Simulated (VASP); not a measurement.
PbSe in VASP 6.6.1, single-point calculation

INCAR

```
ISMEAR = 2
NBANDS = 17
LCHARG = .FALSE.
LREAL = .FALSE.
LASPH = .TRUE.
LWAVE = .FALSE.
SIGMA = 0.05
PREC = Accurate
ENCUT = 520
EDIFF = 1E-7
IBRION = -1
NSW = 0
NELECT = 21
ISIF = 2
NELM = 95
GGA = PE
```

KPOINTS

```
KPOINTS created by Atomic Simulation Environment
0
Gamma
6 6 6
0 0 0
```

POSCAR

```
Pb Se
 1.0000000000000000
     0.0328627597000000    3.4232041376000000    3.4232041376000000
     3.4232041376000000    0.0328627597000000    3.4232041376000000
     3.4560668972999999    3.4560668972999999    0.0000000000000000
 Pb  Se
   1   1
Cartesian
  0.0000000000000000  0.0000000000000000  0.0129004145122383
  1.7280334486499997  1.7280334486499997  1.6987016542877618
```

The recommended PBE PAW datasets give the neutral cell 20 valence electrons.

Command

```
mpirun -np 1 vasp_std
```

OSZICAR

```
N       E                     dE             d eps       ncg     rms          rms(c)
DAV:   1     0.172694298285E+03    0.17269E+03   -0.94048E+03  1564   0.113E+03
DAV:   2     0.968124840989E+01   -0.16301E+03   -0.15824E+03  1650   0.299E+02
DAV:   3    -0.426176469674E+01   -0.13943E+02   -0.13772E+02  2002   0.955E+01
DAV:   4    -0.462227208705E+01   -0.36051E+00   -0.36026E+00  1909   0.189E+01
DAV:   5    -0.463403504032E+01   -0.11763E-01   -0.11763E-01  2143   0.319E+00    0.431E+00
DAV:   6    -0.426164097880E+01    0.37239E+00   -0.19308E+00  1807   0.529E+00    0.251E+00
DAV:   7    -0.426708456966E+01   -0.54436E-02   -0.14132E-01  1904   0.191E+00    0.113E+00
DAV:   8    -0.426593625601E+01    0.11483E-02   -0.63748E-03  1970   0.540E-01    0.254E-01
DAV:   9    -0.426614824426E+01   -0.21199E-03   -0.12241E-03  1786   0.219E-01    0.696E-02
DAV:  10    -0.426626246647E+01   -0.11422E-03   -0.23559E-04  1723   0.781E-02    0.354E-02
DAV:  11    -0.426631644349E+01   -0.53977E-04   -0.11792E-04  1676   0.733E-02    0.544E-03
DAV:  12    -0.426631644845E+01   -0.49579E-08   -0.47717E-06  2172   0.175E-02    0.310E-03
DAV:  13    -0.426631727719E+01   -0.82875E-06   -0.34862E-06  1617   0.138E-02    0.212E-03
DAV:  14    -0.426631742961E+01   -0.15242E-06   -0.24654E-07  1617   0.413E-03    0.742E-04
DAV:  15    -0.426631738729E+01    0.42319E-07   -0.40959E-08   854   0.172E-03
   1 F= -.42663174E+01 E0= -.42663170E+01  d E =-.155042E-05
```

Standard output (part)

```
POSCAR found type information on POSCAR PbSe
 POSCAR found :  2 types and       2 ions
 LDA part: xc-table for (Slater+PW92), standard interpolation
 POSCAR, INCAR and KPOINTS ok, starting setup
 WAVECAR not read
 entering main loop
 the old and the new charge density differ
    0.431E+00
```

From OUTCAR

```
k-points           NKPTS =     46   k-points in BZ     NKDIM =     46   number of bands    NBANDS=     17

   NELECT =      21.0000    total number of electrons

   dimension x,y,z NGX =    36 NGY =   36 NGZ =   36
   dimension x,y,z NGXF=    72 NGYF=   72 NGZF=   72

  energy-cutoff  :      520.00
  volume of cell :       80.22
      direct lattice vectors                 reciprocal lattice vectors
     0.032862760  3.423204138  3.423204138    -0.147477774  0.147477774  0.146061988
     3.423204138  0.032862760  3.423204138     0.147477774 -0.147477774  0.146061988
     3.456066897  3.456066897  0.000000000     0.144673126  0.144673126 -0.146061988

 k-points in reciprocal lattice and weights: KPOINTS created by Atomic Simulation Env
   0.00000000  0.00000000  0.00000000       0.005
   0.16666667  0.00000000  0.00000000       0.019
   0.33333333 -0.00000000  0.00000000       0.019
   0.50000000 -0.00000000  0.00000000       0.009
   0.16666667  0.16666667  0.00000000       0.009
   0.33333333  0.16666667  0.00000000       0.019
   0.50000000  0.16666667  0.00000000       0.019
  -0.33333333  0.16666667  0.00000000       0.019
   ...

 E-fermi :   3.9685

 k-point     1 :       0.0000    0.0000    0.0000
  band No.  band energies     occupation
      1     -14.2706      2.00000
      2     -14.2706      2.00000
      3     -14.2692      2.00000
      4     -14.2394      2.00000
      5     -14.2387      2.00000
      6     -10.6950      2.00000
      7      -4.0983      2.00000
      8       0.4279      2.00000
      9       0.4611      2.00000
     10       0.4991      2.00000
     11       4.1798      0.00000
     12       4.2262      0.00000
     13       4.2699      0.00000
     14       6.1211      0.00000
     15      10.1455      0.00000
     16      10.1508      0.00000
     17      10.6051      0.00000

 k-point     2 :       0.1667    0.0000    0.0000
  band No.  band energies     occupation
      1     -14.2781      2.00000
      2     -14.2680      2.00000
      3     -14.2676      2.00000
      4     -14.2393      2.00000
      5     -14.2383      2.00000
      6     -10.5645      2.00000
      7      -4.4839      2.00000
      8       0.2706      2.00000
      9       0.3137      2.00000
     10       0.4423      2.00000
     11       4.0167     -0.10324
     12       4.4454      0.00000
     13       4.4893      0.00000
     14       7.3719      0.00000
     15       9.2300      0.00000
     16       9.3014      0.00000
     17       9.8809      0.00000

 k-point     3 :       0.3333   -0.0000    0.0000
  band No.  band energies     occupation
      1     -14.2946      2.00000
      2     -14.2638      2.00000
      3     -14.2637      2.00000
      4     -14.2381      2.00000
      5     -14.2364      2.00000
      6     -10.2669      2.00000
      7      -5.2200      2.00000
      8       0.0068      2.00000
      9       0.0449      2.00000
     10       0.1300      2.00000
     11       4.7612      0.00000
     12       4.8192      0.00000
     13       4.8535      0.00000
     14       7.9126      0.00000
     15       9.3026      0.00000
     16       9.4587      0.00000
     17      10.4901      0.00000

 ...

  Total        7.8475275      7.8475275      7.8157549     -0.0238776      0.0000000      0.0000000
  in kB      156.7310568    156.7310568    156.0964939     -0.4768841      0.0000000      0.0000000
  external PRESSURE =     156.5195358 kB  Pullay stress =       0.0000000 kB

 POSITION                                       TOTAL-FORCE (eV/Angst)
 -----------------------------------------------------------------------------------
      3.45607      3.45607      0.01290         0.000000      0.000000      0.030341
      1.72803      1.72803      1.69870        -0.000000     -0.000000     -0.030341
 -----------------------------------------------------------------------------------
    total drift:                               -0.000000     -0.000000     -0.000093

  FREE ENERGIE OF THE ION-ELECTRON SYSTEM (eV)
  ---------------------------------------------------
  free  energy   TOTEN  =        -4.2663173873 eV

  energy  without entropy=       -4.2663158369  energy(sigma->0) =       -4.26631700
```

It converged. Results: pressure 15.7 GPa; largest force 0.03 eV/Å.

The cell is charged and sits in a uniform background.

For comparison, a separate PBE run of the intended cell, on usual settings and not on those above, gives a gap of 0.75 eV on its mesh and a pressure of 0.7 GPa.

The run above took about 23 s on one core of a shared host (Intel Xeon 6975P-C) and held 0.24 GiB at most.
